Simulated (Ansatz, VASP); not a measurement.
## Two plane-wave programs on WS2

POSCAR

```
WS2
1.0
    3.1621498298      0.0000000000      0.0000000000
   -1.5810749149      2.7385020831      0.0000000000
    0.0000000000      0.0000000000     16.8368121945
W S
1 2
Direct
    0.0000000000      0.0000000000      0.0000000000
    0.3333333333      0.6666666667      0.0920005100
    0.3333333333      0.6666666667      0.9079994900
```

INCAR.step1

```
SYSTEM = WS2
PREC = Accurate
ENCUT = 520
ISMEAR = -1
SIGMA = 0.05
LREAL = .FALSE.
LASPH = .TRUE.
NELM = 100
NBANDS = 20
GGA = PE
ALGO = Normal
EDIFF = 1E-4
LWAVE = .TRUE.
LCHARG = .FALSE.
```

Contents of INCAR.step2:

```
SYSTEM = WS2
PREC = Accurate
ENCUT = 520
EDIFF = 1E-7
ISMEAR = -1
SIGMA = 0.05
LREAL = .FALSE.
LASPH = .TRUE.
NELM = 100
ALGO = Normal
ISIF = 2
LWAVE = .FALSE.
LCHARG = .FALSE.
METAGGA = R2SCAN
LMIXTAU = .TRUE.
NBANDS = 20
ISTART = 1
```

KPOINTS

```
Automatic mesh
0
G
  10 10 2
  0 0 0
```

input.yaml

```yaml
crystal:
  lattice:
    - [3.1621498298, 0.0, 0.0]
    - [-1.5810749149, 2.7385020831, 0.0]
    - [0.0, 0.0, 16.8368121945]
  atoms:
    - { symbol: W, position: [0.0, 0.0, 0.0] }
    - { symbol: S, position: [0.3333333333, 0.6666666667, 0.09200051] }
    - { symbol: S, position: [0.3333333333, 0.6666666667, 0.90799949] }
hamiltonian:
  xc: r2scan
  pseudopotentials: { kind: paw }
kpoints:
  mp_grid: { grid: [10, 10, 2] }
scf:
  occupations: { method: fermi_dirac, width: 0.05 }
output:
  forces: true
  stress: true
  eigenvalues: true
```

Alike in both runs: task single point; functional r2SCAN; k mesh 10 × 10 × 2; occupations fermi-dirac, width 0.05 eV; no spin polarisation.

|  | VASP | Ansatz |
| --- | --- | --- |
| version | VASP 6.6.1 | Ansatz 0.2.0 |
| potentials or method | VASP PAW PBE potentials, release 64 (W_sv, S) | Ansatz PAW |
| plane-wave cutoff (eV) | 520 | 500 |
| valence electrons in the cell | 26 | 26 |

Ansatz gave:

```
gap on the k mesh at the Fermi level (eV) : 2.15
least direct gap on the mesh (eV)         : 2.34
rms of the force components (eV/Å)        : 0.168
```

**Question.** Estimate VASP's values.

**Answer.** gap on the k mesh at the Fermi level (eV): 2.17; least direct gap on the mesh (eV): 2.35; rms of the force components (eV/Å): 0.178.

Atom by atom the forces differ by 0.010 eV/Å (rms over components).

Caveats: spin-orbit coupling is left out, which moves the levels of the heavy elements; the PAW data sets were made with another functional, which shifts forces and pressure a little (VASP); the PAW data sets come from PBE, with cores solved anew for the run's functional, which leaves a small shift of forces and pressure (Ansatz). r2SCAN opens gaps a little over a GGA but as a rule still falls short of measured ones.
